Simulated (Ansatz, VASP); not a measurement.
RbBr: VASP beside Ansatz

INCAR

```
PREC     = Accurate       # precision mode
ENCUT    = 520            # plane-wave cutoff, eV
EDIFF    = 1E-6           # SCF threshold, eV
ISMEAR   = 0              # smearing method
SIGMA    = 0.05           # smearing width, eV
LREAL    = False          # projectors in reciprocal space
LASPH    = True           # aspherical terms in the spheres
NELM     = 80             # most SCF steps
ALGO     = Normal         # electronic algorithm
ISIF     = 2              # what is computed and relaxed
LWAVE    = False          # write WAVECAR
LCHARG   = True           # write CHGCAR
GGA      = PS             # functional
LELF     = True           # ELF
LVHAR    = True         
NBANDS   = 15             # bands
```

KPOINTS

```
regular mesh
0
Gamma
  6 6 6
```

Contents of POSCAR:

```
RbBr
1.0
    4.0160356082      0.0000000000      0.0000000000
    0.0000000000      4.0160356082      0.0000000000
    0.0000000000      0.0000000000      4.0701688540
Rb Br
1 1
Direct
    0.0000000000      0.0000000000      0.0000000000
    0.5000000000      0.5000000000      0.5000000000
```

Input for Ansatz:

```yaml
crystal:
  lattice:
    - [4.0160356082, 0.0, 0.0]
    - [0.0, 4.0160356082, 0.0]
    - [0.0, 0.0, 4.070168854]
  atoms:
    - { symbol: Rb, position: [0.0, 0.0, 0.0] }
    - { symbol: Br, position: [0.5, 0.5, 0.5] }
basis:
  ecutwfc: 420
kpoints:
  mp_grid: { grid: [6, 6, 6] }
hamiltonian:
  xc: pbesol
scf:
  occupations: { method: gaussian, width: 0.05 }
output:
  forces: true
  stress: true
  eigenvalues: true
```

Change from the starting cell: mode 4 frozen in at +0.000 Å, equal normal strain along x and y -0.0133.

Alike in both runs: task single point; functional PBEsol; k mesh 6 × 6 × 6; occupations gaussian, width 0.05 eV; no spin polarisation.

|  | VASP | Ansatz |
| --- | --- | --- |
| version | VASP 6.6.1 | Ansatz 0.2.0 |
| potentials or method | VASP PAW PBE potentials, release 64 (Rb_sv, Br) | scalar-relativistic, plane waves, PAW |
| plane-wave cutoff (eV) | 520 | 420 |
| valence electrons in the cell | 16 | 16 |

```csv
,VASP,Ansatz,Ansatz less VASP
gap on the k mesh at the Fermi level (eV),4.11,4.11,+0.003
least direct gap on the mesh (eV),4.27,4.27,+0.001
pressure (GPa),0.6,0.5,-0.04
largest component of the traceless stress (GPa),0.28,0.28,0.000
```

The functional is the same, so the differences come from potentials, cutoffs and numerics.

Caveats: the PAW data sets were made with another functional, which shifts forces and pressure a little (VASP). A k mesh can miss the band edges.
